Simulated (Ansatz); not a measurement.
# Beryllium, diamond under PBEsol: structure, energy and stiffness, part 1 of 2

The plan for beryllium in the diamond structure: relax it, solve it on a dense k-mesh, then scale the cell to 7 volumes from 88 to 112 % of the relaxed one and try a fit of the equation of state. Spin polarisation is left out. The k-meshes are 12×12×12 for the relaxation; 18×18×18 for the dense run; 13×13×13 for the volumes.

This is Be in the diamond structure; at room conditions it is hcp.

Method: DFT PBEsol, plane waves (420 eV) with PAW, scalar-relativistic; PBE-made PAW files, in Ansatz 0.2.0.

**1. The starting structure**

The structure is cubic, space group Fd-3m (No. 227). The conventional cell has a = 4.441 Å, b = 4.441 Å, c = 4.441 Å, α = 90.00°, β = 90.00°, γ = 90.00°. Around Be (site symmetry -43m) lie 4 Be at 1.92 Å.

As a file:

```cif
data_structure
_symmetry_space_group_name_H-M 'Fd-3m:1'
_symmetry_Int_Tables_number 227
_cell_length_a 4.4415
_cell_length_b 4.4415
_cell_length_c 4.4415
_cell_angle_alpha 90.000
_cell_angle_beta 90.000
_cell_angle_gamma 90.000
_cell_volume 87.62
loop_
_atom_site_label
_atom_site_type_symbol
_atom_site_symmetry_multiplicity
_atom_site_Wyckoff_symbol
_atom_site_fract_x
_atom_site_fract_y
_atom_site_fract_z
_atom_site_occupancy
Be1 Be 8 b 0.75000 0.75000 0.75000 1
```

**2. Relaxation of the cell**

Contents of input.yaml:

```yaml
crystal:
  lattice:
    - [0.0, 2.2207471934, 2.2207471934]
    - [2.2207471934, 0.0, 2.2207471934]
    - [2.2207471934, 2.2207471934, 0.0]
  atoms:
    - { symbol: Be, position: [0.125, 0.125, 0.125] }
    - { symbol: Be, position: [0.875, 0.875, 0.875] }
hamiltonian:
  xc: pbesol
  pseudopotentials:
    kind: paw
    azcp:
      Be: "pseudopotentials/Be.paw.azcp"
basis:
  ecutwfc: 420
  fft_grid_basis: typed
kpoints:
  mp_grid: { grid: [12, 12, 12], shift: [0, 0, 0] }
magnetization:
  spin_polarized: false
scf:
  occupations: { method: fermi_dirac, width: 0.1 }
relax:
  max_steps: 60
  f_tol: 0.01
  cell: {}
```

The program printed:

```text
Warning: <dir> the record states the generating functional pbe (its physics header spells it `PBE`), which answers neither for hamiltonian.xc's functional nor for the pbesol family's — results may be inconsistent (PPs are generated against a specific XC)
Warning: RAYON_NUM_THREADS=2 ignored (pool sized by the plan → 2); use --threads N
Engine: ansatz 0.2.0, aarch64-unknown-linux-gnu
Pseudopotentials: kind: paw
Pseudopotential: Be, paw, valence charge 2, recommended cutoff 420 eV (normal), <dir>
Functional definition: PBEsol
  exchange = pbesol_x
  correlation = pbesol_c
Crystal: 2 atoms, lattice volume = 21.904 Å³
Basis set: ecut = 420 eV, 411 PW (Γ), exchange–correlation on 48×48×48 points (8 copies of the dense FFT grid, shifted against one another)
Bands: 6, of which v1, the nominal top of the filled ones, is band 2 counted from 1 (1 counted from 0)
Symmetry: 48 space group operations
Space group: Fd-3m (ITA 227), of the structure as read, at distance tolerance 2.8e-5 Å
k-points: 72 of 1728
Non-local potential: Be, projectors of the file, l = 0: 2, l = 1: 2, l = 2: 1
PAW form: soft (Blöchl's): semilocal exchange-correlation on the pseudo side does not see the compensation charge
PAW frozen core: Be, regenerated for the run's functional, and the local potential with it (the file was generated under x = pbe(κ = 0.804, μ = 0.2195149727645171), c = pbe(β = 0.06672455060314922))
PAW one-centre angular grid: Be, 110 points (default); XC on 64 Gauss nodes
Initial density: superposition of atomic densities (neutral atoms: chi_scale 0, normalization atom), corrected by the library's trained network
Initial wavefunctions: pseudopotential atomic-orbital guess
Functional: x = pbesol(κ = 0.804, μ = 0.12345679012345678), c = pbesol(β = 0.046)
SCF iter   1: F=—  HF=-176.970780 eV  |F-HF|=—  |Δ(HF+E_count)|=         —  Δρ=2.68e-3  dr2=1.22e-3  ethr=1.77e-3  ⟨swp⟩=5.2  Hψ=3954  notcnv=0
preconditioner: auto → none  [metal: Δε(μ)=0.030 eV  Ē_g=9.386 eV  σ=0.100 eV  W_gap=0.07  n_scr=0 (ndim 8)  ℏωp=15.9 eV  f_vac=0.000  D(μ)=0.88/eV (n_scr^D=8)]
SCF iter   2: F=—  HF=-176.971131 eV  |F-HF|=—  |Δ(HF+E_count)|=   3.51e-4  Δρ=1.30e-3  dr2=2.43e-4  ethr=3.05e-5  ⟨swp⟩=1.3  Hψ=1030  notcnv=0
SCF iter   3: F=—  HF=-176.971226 eV  |F-HF|=—  |Δ(HF+E_count)|=   9.44e-5  Δρ=9.87e-5  dr2=8.89e-7  ethr=6.08e-6  ⟨swp⟩=2.0  Hψ=565  notcnv=0
SCF iter   4: F=—  HF=-176.971213 eV  |F-HF|=—  |Δ(HF+E_count)|=   1.24e-5  Δρ=5.64e-6  dr2=3.19e-9  ethr=2.22e-8  ⟨swp⟩=2.0  Hψ=552  notcnv=0
iter 5 did not close the SCF: its close was put off for the readings that it lacked (scf_convergence_deferred on its scf_iter line)
SCF iter   5: F=-176.971213 eV  HF=-176.971213 eV  |F-HF|=4.43e-12  |Δ(HF+E_count)|=   3.20e-9  Δρ=6.00e-7  dr2=2.71e-11  ethr=7.97e-11  ⟨swp⟩=2.2  Hψ=581  notcnv=0
SCF iter   6: F=-176.971213 eV  HF=-176.971213 eV  |F-HF|=0.00e0  |Δ(HF+E_count)|=  5.80e-12  Δρ=6.36e-9  dr2=2.29e-15  ethr=1.00e-12  ⟨swp⟩=1.0  Hψ=1081  notcnv=0
SCF 1 converged in 6 iterations: F = -176.971213 eV  dr2 = 2.29e-15
relax step   1: F+E_penalty+E_count = -176.97121350 eV  Δ(F+E_penalty+E_count) = +0.000e0 eV  max|allowed force component| = 4.048e-18 eV/Å  Δτ_max = 0.0000 Å  P = +20.190 GPa  Ω = 21.904 Å³  (6 SCF iters, dr2 threshold 1.00e-7 eV, accepted)
Crystal: 2 atoms, lattice volume = 24.965 Å³
Basis set: ecut = 420 eV, 531 PW (Γ), exchange–correlation on 48×48×48 points (8 copies of the dense FFT grid, shifted against one another)
Initial density: handed on by an earlier stage of this run
Initial wavefunctions: those handed on with the density
iter 1 solved again at ethr=1.55e-4 eV; its pass at ethr=3.10e-3 eV (dr2=6.21e-3 eV) is discarded
SCF iter   1: F=—  HF=-177.238179 eV  |F-HF|=—  |Δ(HF+E_count)|=         —  Δρ=4.26e-3  dr2=6.14e-3  ethr=1.55e-4  ⟨swp⟩=1.0  Hψ=4421  notcnv=0
preconditioner: auto → none  [metal: Δε(μ)=0.019 eV  Ē_g=8.708 eV  σ=0.100 eV  W_gap=0.05  n_scr=0 (ndim 8)  ℏωp=14.9 eV  f_vac=0.000  D(μ)=0.98/eV (n_scr^D=8)]
SCF iter   2: F=—  HF=-177.236669 eV  |F-HF|=—  |Δ(HF+E_count)|=   1.51e-3  Δρ=1.84e-3  dr2=1.08e-3  ethr=1.53e-4  ⟨swp⟩=1.0  Hψ=432  notcnv=0
SCF iter   3: F=—  HF=-177.236372 eV  |F-HF|=—  |Δ(HF+E_count)|=   2.97e-4  Δρ=1.05e-4  dr2=1.29e-6  ethr=2.69e-5  ⟨swp⟩=2.0  Hψ=559  notcnv=0
SCF iter   4: F=—  HF=-177.236383 eV  |F-HF|=—  |Δ(HF+E_count)|=   1.09e-5  Δρ=1.57e-6  dr2=3.24e-10  ethr=5.00e-9  ⟨swp⟩=4.0  Hψ=1100  notcnv=0
SCF iter   5: F=-177.236383 eV  HF=-177.236383 eV  |F-HF|=9.38e-13  |Δ(HF+E_count)|=  2.62e-10  Δρ=1.26e-7  dr2=1.76e-12  ethr=8.10e-12  ⟨swp⟩=1.0  Hψ=1118  notcnv=0
SCF 2 converged in 5 iterations: F = -177.236383 eV  dr2 = 1.76e-12
relax step   2: F+E_penalty+E_count = -177.23638302 eV  Δ(F+E_penalty+E_count) = -2.652e-1 eV  max|allowed force component| = 3.238e-17 eV/Å  Δτ_max = 0.0000 Å  P = +8.591 GPa  Ω = 24.965 Å³  energy of the carried Pulay correction = -3.465e-4 eV  (5 SCF iters, dr2 threshold 2.00e-7 eV, accepted)
Crystal: 2 atoms, lattice volume = 27.837 Å³
Basis set: ecut = 420 eV, 537 PW (Γ), exchange–correlation on 48×48×48 points (8 copies of the dense FFT grid, shifted against one another)
iter 1 solved again at ethr=1.03e-4 eV; its pass at ethr=3.10e-3 eV (dr2=4.13e-3 eV) is discarded
SCF iter   1: F=—  HF=-177.326456 eV  |F-HF|=—  |Δ(HF+E_count)|=         —  Δρ=3.13e-3  dr2=4.09e-3  ethr=1.03e-4  ⟨swp⟩=1.0  Hψ=4411  notcnv=0
preconditioner: auto → none  [metal: Δε(μ)=0.029 eV  Ē_g=8.188 eV  σ=0.100 eV  W_gap=0.07  n_scr=0 (ndim 8)  ℏωp=14.1 eV  f_vac=0.000  D(μ)=1.05/eV (n_scr^D=8)]
SCF iter   2: F=—  HF=-177.325363 eV  |F-HF|=—  |Δ(HF+E_count)|=   1.09e-3  Δρ=1.33e-3  dr2=7.00e-4  ethr=1.02e-4  ⟨swp⟩=1.0  Hψ=432  notcnv=0
SCF iter   3: F=—  HF=-177.325149 eV  |F-HF|=—  |Δ(HF+E_count)|=   2.13e-4  Δρ=7.23e-5  dr2=6.74e-7  ethr=1.75e-5  ⟨swp⟩=2.0  Hψ=568  notcnv=0
SCF iter   4: F=—  HF=-177.325189 eV  |F-HF|=—  |Δ(HF+E_count)|=   3.91e-5  Δρ=1.57e-6  dr2=7.07e-10  ethr=5.00e-9  ⟨swp⟩=4.0  Hψ=1099  notcnv=0
SCF iter   5: F=-177.325189 eV  HF=-177.325189 eV  |F-HF|=1.42e-13  |Δ(HF+E_count)|=  2.77e-11  Δρ=6.22e-8  dr2=3.58e-13  ethr=1.77e-11  ⟨swp⟩=1.0  Hψ=1199  notcnv=0
SCF 3 converged in 5 iterations: F = -177.325189 eV  dr2 = 3.58e-13
relax step   3: F+E_penalty+E_count = -177.32518852 eV  Δ(F+E_penalty+E_count) = -8.881e-2 eV  max|allowed force component| = 3.874e-17 eV/Å  Δτ_max = 0.0000 Å  P = +1.849 GPa  Ω = 27.837 Å³  energy of the carried Pulay correction = -6.332e-4 eV  (5 SCF iters, dr2 threshold 2.00e-7 eV, accepted)
Crystal: 2 atoms, lattice volume = 28.743 Å³
iter 1 solved again at ethr=8.47e-6 eV; its pass at ethr=3.10e-3 eV (dr2=3.39e-4 eV) is discarded
SCF iter   1: F=—  HF=-177.331063 eV  |F-HF|=—  |Δ(HF+E_count)|=         —  Δρ=8.59e-4  dr2=3.27e-4  ethr=8.47e-6  ⟨swp⟩=1.0  Hψ=4145  notcnv=0
preconditioner: auto → none  [metal: Δε(μ)=0.057 eV  Ē_g=8.040 eV  σ=0.100 eV  W_gap=0.14  n_scr=0 (ndim 8)  ℏωp=13.9 eV  f_vac=0.000  D(μ)=1.06/eV (n_scr^D=8)]
SCF iter   2: F=—  HF=-177.330969 eV  |F-HF|=—  |Δ(HF+E_count)|=   9.42e-5  Δρ=3.57e-4  dr2=5.44e-5  ethr=8.17e-6  ⟨swp⟩=1.0  Hψ=432  notcnv=0
SCF iter   3: F=—  HF=-177.330996 eV  |F-HF|=—  |Δ(HF+E_count)|=   2.69e-5  Δρ=1.90e-5  dr2=4.52e-8  ethr=5.00e-9  ⟨swp⟩=2.9  Hψ=1499  notcnv=0
SCF iter   4: F=-177.330996 eV  HF=-177.330996 eV  |F-HF|=1.43e-11  |Δ(HF+E_count)|=   1.84e-8  Δρ=5.78e-7  dr2=9.36e-11  ethr=1.13e-9  ⟨swp⟩=1.5  Hψ=1279  notcnv=0
SCF 4 converged in 4 iterations: F = -177.330996 eV  dr2 = 9.36e-11
relax step   4: F+E_penalty+E_count = -177.33099596 eV  Δ(F+E_penalty+E_count) = -5.807e-3 eV  max|allowed force component| = 4.857e-17 eV/Å  Δτ_max = 0.0000 Å  P = +0.269 GPa  Ω = 28.743 Å³  energy of the carried Pulay correction = -7.170e-4 eV  (4 SCF iters, dr2 threshold 2.00e-7 eV, accepted)
Crystal: 2 atoms, lattice volume = 28.904 Å³
iter 1 solved again at ethr=2.49e-7 eV; its pass at ethr=3.10e-3 eV (dr2=9.96e-6 eV) is discarded
SCF iter   1: F=—  HF=-177.331079 eV  |F-HF|=—  |Δ(HF+E_count)|=         —  Δρ=1.47e-4  dr2=9.64e-6  ethr=2.49e-7  ⟨swp⟩=1.0  Hψ=3995  notcnv=0
preconditioner: auto → none  [metal: Δε(μ)=0.062 eV  Ē_g=8.015 eV  σ=0.100 eV  W_gap=0.15  n_scr=0 (ndim 8)  ℏωp=13.8 eV  f_vac=0.000  D(μ)=1.06/eV (n_scr^D=8)]
SCF iter   2: F=—  HF=-177.331122 eV  |F-HF|=—  |Δ(HF+E_count)|=   4.28e-5  Δρ=6.08e-5  dr2=1.59e-6  ethr=2.41e-7  ⟨swp⟩=1.0  Hψ=432  notcnv=0
SCF iter   3: F=-177.331121 eV  HF=-177.331121 eV  |F-HF|=4.82e-10  |Δ(HF+E_count)|=   5.34e-7  Δρ=3.22e-6  dr2=1.27e-9  ethr=4.53e-9  ⟨swp⟩=2.1  Hψ=1372  notcnv=0
SCF 5 converged in 3 iterations: F = -177.331121 eV  dr2 = 1.27e-9
relax step   5: F+E_penalty+E_count = -177.33112145 eV  Δ(F+E_penalty+E_count) = -1.255e-4 eV  max|allowed force component| = 4.163e-17 eV/Å  Δτ_max = 0.0000 Å  P = +0.011 GPa  Ω = 28.904 Å³  energy of the carried Pulay correction = -7.316e-4 eV  (3 SCF iters, dr2 threshold 1.81e-7 eV, accepted)
Initial wavefunctions: pseudopotential atomic-orbital guess (no wavefunctions were taken with the density)
iter 1 solved again at ethr=2.24e-8 eV; its pass at ethr=3.10e-3 eV (dr2=8.96e-7 eV) is discarded
SCF iter   1: F=—  HF=-177.333617 eV  |F-HF|=—  |Δ(HF+E_count)|=         —  Δρ=1.58e-4  dr2=8.20e-7  ethr=2.24e-8  ⟨swp⟩=3.0  Hψ=5240  notcnv=0
preconditioner: auto → none  [metal: Δε(μ)=0.062 eV  Ē_g=8.014 eV  σ=0.100 eV  W_gap=0.15  n_scr=0 (ndim 8)  ℏωp=13.8 eV  f_vac=0.000  D(μ)=1.06/eV (n_scr^D=8)]
SCF iter   2: F=—  HF=-177.333665 eV  |F-HF|=—  |Δ(HF+E_count)|=   4.88e-5  Δρ=7.95e-5  dr2=1.98e-7  ethr=2.05e-8  ⟨swp⟩=1.0  Hψ=432  notcnv=0
SCF iter   3: F=—  HF=-177.333667 eV  |F-HF|=—  |Δ(HF+E_count)|=   1.26e-6  Δρ=1.57e-6  dr2=1.58e-10  ethr=4.94e-9  ⟨swp⟩=2.0  Hψ=575  notcnv=0
SCF iter   4: F=-177.333667 eV  HF=-177.333667 eV  |F-HF|=5.97e-13  |Δ(HF+E_count)|=  5.57e-10  Δρ=8.58e-8  dr2=1.35e-12  ethr=1.00e-12  ⟨swp⟩=5.0  Hψ=1283  notcnv=0
SCF 6 converged in 4 iterations: F = -177.333667 eV  dr2 = 1.35e-12
relax step   6: F+E_penalty+E_count = -177.33366664 eV  Δ(F+E_penalty+E_count) = -2.545e-3 eV  max|allowed force component| = 4.366e-17 eV/Å  Δτ_max = 0.0000 Å  P = +0.105 GPa  Ω = 28.904 Å³  stress off target by 1.05e-1 GPa  SCF on the basis re-selected at this cell (its energy is not comparable with the rows above)  (4 SCF iters)
basis re-selected at this cell: Δ(F+E_penalty+E_count) = -2.545e-3 eV, ΔP = +0.094 GPa vs the last step (what re-selecting the basis moved, of the pressure what is left beyond the Pulay correction that the steps carried, after the strain that the cell walked since its last selection, with what the two solves' SCF thresholds leave and, on support functions, any second-order correction that the steps lacked; it is no measure of the basis error at this ecutwfc). This SCF's stress stands 1.05e-1 GPa from its target on what of the cell is left free (relax.cell.stress_tol is 5.00e-2 GPa) and its largest allowed force component is 4.37e-17 eV/Å (relax.f_tol is 1.00e-2 eV/Å): not within both, so this SCF does not close the relaxation
Crystal: 2 atoms, lattice volume = 28.969 Å³
iter 1 solved again at ethr=4.09e-8 eV; its pass at ethr=3.10e-3 eV (dr2=1.64e-6 eV) is discarded
SCF iter   1: F=—  HF=-177.333638 eV  |F-HF|=—  |Δ(HF+E_count)|=         —  Δρ=5.95e-5  dr2=1.58e-6  ethr=4.09e-8  ⟨swp⟩=1.1  Hψ=4021  notcnv=0
preconditioner: auto → none  [metal: Δε(μ)=0.064 eV  Ē_g=8.004 eV  σ=0.100 eV  W_gap=0.16  n_scr=0 (ndim 8)  ℏωp=13.8 eV  f_vac=0.000  D(μ)=1.06/eV (n_scr^D=8)]
SCF iter   2: F=—  HF=-177.333683 eV  |F-HF|=—  |Δ(HF+E_count)|=   4.49e-5  Δρ=2.46e-5  dr2=2.61e-7  ethr=3.95e-8  ⟨swp⟩=1.0  Hψ=432  notcnv=0
SCF iter   3: F=-177.333683 eV  HF=-177.333683 eV  |F-HF|=8.99e-11  |Δ(HF+E_count)|=   8.71e-8  Δρ=1.33e-6  dr2=2.13e-10  ethr=6.88e-10  ⟨swp⟩=2.2  Hψ=1378  notcnv=0
SCF 7 converged in 3 iterations: F = -177.333683 eV  dr2 = 2.13e-10
relax step   7: F+E_penalty+E_count = -177.33368308 eV  Δ(F+E_penalty+E_count) = -1.645e-5 eV  max|allowed force component| = 1.503e-17 eV/Å  Δτ_max = 0.0000 Å  P = +0.002 GPa  Ω = 28.969 Å³  energy of the carried Pulay correction = -5.466e-6 eV  (3 SCF iters, dr2 threshold 2.75e-8 eV, accepted)
iter 1 solved again at ethr=3.18e-9 eV; its pass at ethr=3.10e-3 eV (dr2=1.27e-7 eV) is discarded
SCF iter   1: F=—  HF=-177.333643 eV  |F-HF|=—  |Δ(HF+E_count)|=         —  Δρ=1.81e-6  dr2=3.03e-10  ethr=3.18e-9  ⟨swp⟩=3.1  Hψ=5368  notcnv=0
SCF iter   2: F=—  HF=-177.333689 eV  |F-HF|=—  |Δ(HF+E_count)|=   4.54e-5  Δρ=8.48e-7  dr2=6.20e-11  ethr=7.57e-12  ⟨swp⟩=2.0  Hψ=608  notcnv=0
SCF iter   3: F=-177.333689 eV  HF=-177.333689 eV  |F-HF|=1.25e-12  |Δ(HF+E_count)|=  8.05e-11  Δρ=1.13e-7  dr2=1.26e-12  ethr=1.00e-12  ⟨swp⟩=5.0  Hψ=1246  notcnv=0
SCF 8 converged in 3 iterations: F = -177.333689 eV  dr2 = 1.26e-12
relax step   8: F+E_penalty+E_count = -177.33368870 eV  Δ(F+E_penalty+E_count) = -5.621e-6 eV  max|allowed force component| = 3.123e-17 eV/Å  Δτ_max = 0.0000 Å  P = +0.002 GPa  Ω = 28.969 Å³  stress off target by 2.25e-3 GPa  SCF on the basis re-selected at this cell (its energy is not comparable with the rows above)  (3 SCF iters)
basis re-selected at this cell: Δ(F+E_penalty+E_count) = -5.621e-6 eV, ΔP = +0.000 GPa vs the last step (what re-selecting the basis moved, of the pressure what is left beyond the Pulay correction that the steps carried, after the strain that the cell walked since its last selection, with what the two solves' SCF thresholds leave and, on support functions, any second-order correction that the steps lacked; it is no measure of the basis error at this ecutwfc). This SCF's stress stands 2.25e-3 GPa from its target on what of the cell is left free (relax.cell.stress_tol is 5.00e-2 GPa) and its largest allowed force component is 3.12e-17 eV/Å (relax.f_tol is 1.00e-2 eV/Å): within both
SCF converged after 3 iterations
Free energy (F): -177.333689 eV
Harris-Foulkes:  -177.333689 eV  (|F-HF|=1.25e-12)
Internal energy: -177.299958 eV  (E = F + TS)
E sigma→0 (E₀):  -177.316823 eV
Entropy (-TS):   -0.033731 eV (-16.866 meV/atom)
Fermi energy:    2.453338 eV
--- Per-component energies (eV) ---
  E_band       = -1.522047
  E_kinetic    = 32.080253
  E_local      = -9.188634  (includes V_loc(G=0)·N_el)
  E_nonlocal   = 11.392948
  E_hartree    = 1.498249
  E_xc         = -34.821196
  E_vxc        = -35.907309  (∫ρ·V_xc dr)
  E_paw        = -114.638846  (= ΣΔE_a)
  E_vpaw       = -2.895802  (= ΣTr[D̂ρ^β])
  E_aug_tail   = -0.000001  (compensation charges beyond the density's cutoff)
  E_ewald      = -63.641794
  E_core_change = 0.019063  (= ΣΔE_core)
  E_smearing   = -0.033731  (= −TS)
  E_closure    = 0.000000  (closes the sum)
  Σ components = -177.333689   (vs F -177.333689, Δ=0.00e0)
--- Forces (eV/Å), atoms counted from 1 ---
  atom   1  Be     0.00000000     0.00000000     0.00000000
  atom   2  Be    -0.00000000    -0.00000000    -0.00000000
  max |Σ_I F_I| component: 7.52e-18 eV/Å
--- Stress (GPa, compression-positive) ---
        0.002253      -0.000000       0.000000
       -0.000000       0.002253      -0.000000
        0.000000      -0.000000       0.002253
  P = ⅓ Tr σ = 0.0023 GPa (0.023 kbar)
--- Relaxed structure (6 steps of the walk, 6 accepted, 2 SCFs on fresh bases) ---
  F+E_penalty+E_count = -177.33368870 eV   max|allowed force component| = 3.123e-17 eV/Å   (the final SCF, on the basis selected at the relaxed cell)
  cell:  # Å, volume = 28.9694 Å³
    - [2.5476768017269565e-34, 2.4376428586411754, 2.4376428586411754]
    - [2.437642858641176, -6.827797602608007e-33, 2.4376428586411754]
    - [2.437642858641176, 2.4376428586411754, -5.4520480751982814e-33]
  atoms:
    - { symbol: Be, position: [0.12499999999999997, 0.125, 0.125] }
    - { symbol: Be, position: [0.8750000000000001, 0.8750000000000001, 0.8750000000000001] }
```

Wall time 3.9 s (2 threads of an Arm CPU, shared host); peak memory 0.28 GiB.

The walk, from the log:

| step | energy change (meV/atom) | largest force (eV/Å) | pressure (GPa) | volume (Å³/atom) |
| --- | --- | --- | --- | --- |
| 1 | 0.00 | 0.0000 | 20.19 | 10.952 |
| 2 | -132.58 | 0.0000 | 8.59 | 12.482 |
| 3 | -176.99 | 0.0000 | 1.85 | 13.918 |
| 4 | -179.89 | 0.0000 | 0.27 | 14.372 |
| 5 | -179.95 | 0.0000 | 0.01 | 14.452 |
| 6 | -181.23 | 0.0000 | 0.10 | 14.452 |
| 7 | -181.23 | 0.0000 | 0.00 | 14.485 |
| 8 | -181.24 | 0.0000 | 0.00 | 14.485 |

Steps that repeat a cell are solved on a basis chosen anew, so their changes of energy are no gain of the relaxation.

Changes in the cell that was computed:

|  | before | after | change |
| --- | --- | --- | --- |
| a (Å) | 3.141 | 3.447 | +9.8 % |
| b (Å) | 3.141 | 3.447 | +9.8 % |
| c (Å) | 3.141 | 3.447 | +9.8 % |
| volume (Å³/atom) | 10.952 | 14.485 | +32.3 % |
| shortest distance (Å) | 1.923 | 2.111 | +9.8 % |
| space group (spins left aside) | Fd-3m | Fd-3m | same |

**3. Single point on a dense mesh**

Contents of input.yaml:

```yaml
crystal:
  lattice:
    - [0.0, 2.4376428586, 2.4376428586]
    - [2.4376428586, 0.0, 2.4376428586]
    - [2.4376428586, 2.4376428586, 0.0]
  atoms:
    - { symbol: Be, position: [0.125, 0.125, 0.125] }
    - { symbol: Be, position: [0.875, 0.875, 0.875] }
hamiltonian:
  xc: pbesol
  pseudopotentials:
    kind: paw
    azcp:
      Be: "pseudopotentials/Be.paw.azcp"
basis:
  ecutwfc: 420
  fft_grid_basis: typed
kpoints:
  mp_grid: { grid: [18, 18, 18], shift: [0, 0, 0] }
magnetization:
  spin_polarized: false
scf:
  occupations: { method: fermi_dirac, width: 0.1 }
```

The program printed, shortened:

```text
Warning: <dir> the record states the generating functional pbe (its physics header spells it `PBE`), which answers neither for hamiltonian.xc's functional nor for the pbesol family's — results may be inconsistent (PPs are generated against a specific XC)
Warning: RAYON_NUM_THREADS=2 ignored (pool sized by the plan → 2); use --threads N
[...]
[... 3 set-up lines as earlier in the session ...]
[...]
Crystal: 2 atoms, lattice volume = 28.969 Å³
Basis set: ecut = 420 eV, 537 PW (Γ)
Bands: 6, of which v1, the nominal top of the filled ones, is band 2 counted from 1 (1 counted from 0)
[... 1 set-up line as earlier in the session ...]
Space group: Fd-3m (ITA 227), of the structure as read, at distance tolerance 3.1e-5 Å
k-points: 195 of 5832
[...]
SCF iter   1: F=—  HF=-177.334358 eV  |F-HF|=—  |Δ(HF+E_count)|=         —  Δρ=2.34e-3  dr2=1.47e-3  ethr=1.77e-3  ⟨swp⟩=5.4  Hψ=10722  notcnv=0
[...]
SCF iter   6: F=-177.335296 eV  HF=-177.335296 eV  |F-HF|=8.53e-14  |Δ(HF+E_count)|=  2.13e-12  Δρ=1.15e-8  dr2=4.02e-14  ethr=1.00e-12  ⟨swp⟩=1.0  Hψ=2905  notcnv=0
[...]
SCF converged after 6 iterations
Free energy (F): -177.335296 eV
[...]
E sigma→0 (E₀):  -177.319912 eV
Entropy (-TS):   -0.030769 eV (-15.384 meV/atom)
Fermi energy:    2.452902 eV
[...]
```

Wall time 1.6 s (2 threads of an Arm CPU, shared host); peak memory 0.29 GiB.

(Continued in part 2 of 2.)
